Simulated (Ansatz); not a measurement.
Fitting the PBE energy curve of CoO

```yaml
crystal:
  lattice:
    - [0.00000, 2.13150, 2.13150]
    - [2.13150, 0.00000, 2.13150]
    - [2.13150, 2.13150, 0.00000]
  atoms:
    - { symbol: Co, position: [0.00000, 0.00000, 0.00000] }
    - { symbol: O, position: [0.50000, 0.50000, 0.50000] }
```

The cell was scaled at fixed shape and fractions and run with Ansatz, Ansatz PAW (earlier soft set), cutoff 420 eV; PBE, k mesh 11 × 11 × 11 on the cell of 2 atoms, fermi-dirac occupations of 0.05 eV, collinear spin, ferromagnetic start, no spin-orbit coupling. Energies are those that the program minimises, any entropy of the smearing included. For a metal such a mesh isn't converged to the digits shown. The magnetic state is the one that the start led to, which needn't be the lowest.

```csv
V (Å³/atom),energy over the lowest row (meV/atom)
9.1030,13.051
9.2967,4.163
9.4904,0.000
9.6841,?
9.8777,4.205
10.0714,11.968
10.2651,23.192
```

Question: Fit the third-order Birch-Murnaghan form, give V0, B0 and B′, and predict the energy left open.

Answer: With y = (V0/V)^(2/3), E = E0 + (9 V0 B0/16) [(y - 1)³ B′ + (y - 1)² (6 - 4y)]. Least squares through the rows shown give V0 = 9.5813 Å³/atom, E0 = -0.479 meV, B0 = 170.0 GPa (1 eV/Å³ = 160.218 GPa) and B′ = 2.86, with a largest miss of 0.019 meV. At V = 9.6841 the form with these constants gives 0.098 meV; the run gave 0.094 meV an atom.

The curve is that of a stiff ionic oxide: its minimum lies between the row at 9.4904 Å³/atom and the one left open, and compression costs more than an equal expansion. Shortening the Co–O contacts raises the overlap repulsion between the ions steeply and pushes up the σ-antibonding Co 3d–O 2p states, while the Madelung attraction grows only slowly. The close prediction of the open energy shows that the curve is smooth near its minimum, but as an interpolation it hardly tests B′. At 2.86 this is lower than is usual for rocksalt oxides, which may reflect a cobalt moment or d occupation that drifts with volume, or simply the weak hold that a narrow volume range has on a third-order term. With one Co per cell, the antiferromagnetic order known for CoO can't form; its superexchange strengthens as the bonds shorten, so that order would probably favour a slightly smaller volume.
